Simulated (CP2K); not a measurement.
Runs of CP2K 2026.2 on TiO2. The structure is orthorhombic, space group Imma (No. 74). The conventional cell has a = 5.946 Å, b = 6.575 Å, c = 6.575 Å, α = 90.00°, β = 90.00°, γ = 90.00°. Ti (site symmetry 2/m) is surrounded by 6 O at 1.96 to 2.00 Å. Ti (site symmetry mm2) has 6 O at 1.94 to 2.00 Å as nearest neighbours. O (site symmetry m) is surrounded by 3 Ti at 1.94 to 2.00 Å. Around O (site symmetry m) lie 3 Ti at 1.96 to 2.00 Å. The cell is a database's computed one.

```csv
level,cutoff of the non-local correlation (Ry),gap on the mesh (eV),pressure (GPa),largest force (eV/Å)
BEEF-vdW,300,1.77,1.0,0.04
LDA,-,1.72,-10.7,(a)
PBE,-,1.78,-0.3,0.07
TPSS,-,1.92,-2.6,0.07
OLYP,-,1.80,0.2,0.22
BLYP,-,1.78,5.2,(b)
PBEsol,-,(c),-6.3,0.12
```

Alike in all rows: task band structure; potentials or basis POTENTIAL_UZH Ti GTH-PBE-q12, O GTH-PBE-q6; DZVP-MOLOPT-PBE-GTH basis; no spin polarisation; cell as given; k mesh 5 × 5 × 5; smearing fermi-dirac 0.05 eV.

Question: Estimate the missing entries.

Answer: (a) 0.15; (b) 0.03; (c) 1.75.

Caveats: the basis of atomic orbitals isn't converged, which shifts pressures, moduli and gaps; the potentials were made for another functional, which shifts forces and pressure (some runs).

